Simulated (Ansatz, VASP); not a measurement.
# One calculation of SnSe2, two programs

The input INCAR:

```
SYSTEM = SnSe2
ALGO = Normal ; EDIFF = 1E-6
ENCUT = 520 ; GGA = PS
ISIF = 2 ; ISMEAR = 0
LASPH = .TRUE. ; LCHARG = .FALSE.
LREAL = .FALSE. ; LWAVE = .FALSE.
NBANDS = 20 ; NELM = 60
PREC = Accurate ; SIGMA = 0.01
```

Contents of KPOINTS:

```
k-points
0
G
  6 6 4
  0 0 0
```

Contents of POSCAR:

```
SnSe2
1.0
    3.8110000000      0.0000000000      0.0000000000
   -1.9055000000      3.3004228138      0.0000000000
    0.0000000000      0.0000000000      6.1360000000
Sn Se
1 2
Direct
    0.0000000000      0.0000000000      0.0000000000
    0.3333333333      0.6666666667      0.2490000000
    0.6666666667      0.3333333333      0.7510000000
```

Input for Ansatz:

```yaml
crystal:
  lattice:
    a: 3.811
    b: 3.811
    c: 6.136
    alpha: 90.0
    beta: 90.0
    gamma: 120.0
  atoms:
    - { symbol: Sn, position: [0.0, 0.0, 0.0] }
    - { symbol: Se, position: [0.3333333333333333, 0.6666666666666666, 0.249] }
    - { symbol: Se, position: [0.6666666666666666, 0.3333333333333333, 0.751] }
basis:
  ecutwfc: 550.0
kpoints:
  mp_grid:
    grid: [6, 6, 4]
hamiltonian:
  xc: pbesol
scf:
  occupations:
    method: fixed
output:
  stress: true
```

Alike in both runs: task single point; functional PBEsol; k mesh 6 × 6 × 4; no spin polarisation.

```csv
,VASP,Ansatz
version,VASP 6.6.1,Ansatz 0.2.0
potentials or method,"VASP PAW PBE potentials, release 64 (Sn_d, Se)","plane waves, PAW"
plane-wave cutoff (eV),520,550
occupations,"gaussian, width 0.01 eV",fixed
valence electrons in the cell,26,46
```

```tsv
	VASP	Ansatz	Ansatz less VASP
pressure (GPa)	2.7	2.5	-0.14
largest component of the traceless stress (GPa)	1.14	1.14	+0.001
```

The two sets of potentials don't hold the same shells in valence.

Caveats: the PAW data sets were made with another functional, which shifts forces and pressure a little (VASP); this functional lacks dispersion, which binds the layers, so the pressure and a relaxed spacing across them are unreliable. A k mesh can miss the band edges.
